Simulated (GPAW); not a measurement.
C, 8 atoms in the cell. It takes space group P6_3/mmc (No. 194, hexagonal). The conventional cell has a = 2.522 Å, b = 2.522 Å, c = 8.237 Å, α = 90.00°, β = 90.00°, γ = 120.00°. Around C (site symmetry 3m) lie 4 C at 1.54 Å. Around C (site symmetry 3m) lie 4 C at 1.54 Å. This is a hexagonal form of diamond, not graphite.

| Property | Result |
| --- | --- |
| Program | GPAW 26.7.0 |
| Task | band structure |
| Functional | r2SCAN |
| Potentials or basis | GPAW PAW data sets (gpaw-data 1.2.1) |
| Cutoff | 800 eV |
| Basis | pw |
| k mesh | 7 × 7 × 2 |
| Occupations | fermi-dirac, width 0.05 eV |
| Spin | no spin polarisation |
| Maxiter | 150 |
| Band path | GMKGALHA,LM,KH |
| Band points | 100 |

Potentials or basis: GPAW PAW data sets (gpaw-data 1.2.1), pw.

Command:

```sh
$ OMP_NUM_THREADS=1 python run.py
```

Hardware: 1 thread of Intel(R) Xeon(R) 6975P-C (Granite Rapids), with other jobs on the host.

Task: How long does it take, and how much memory?

Result: It took 3.2 min on 1 thread of Intel(R) Xeon(R) 6975P-C (Granite Rapids), on a shared host, peak memory 0.48 GiB. Counts: scf iterations 14, plane waves 2346, bands 32, k points 16.
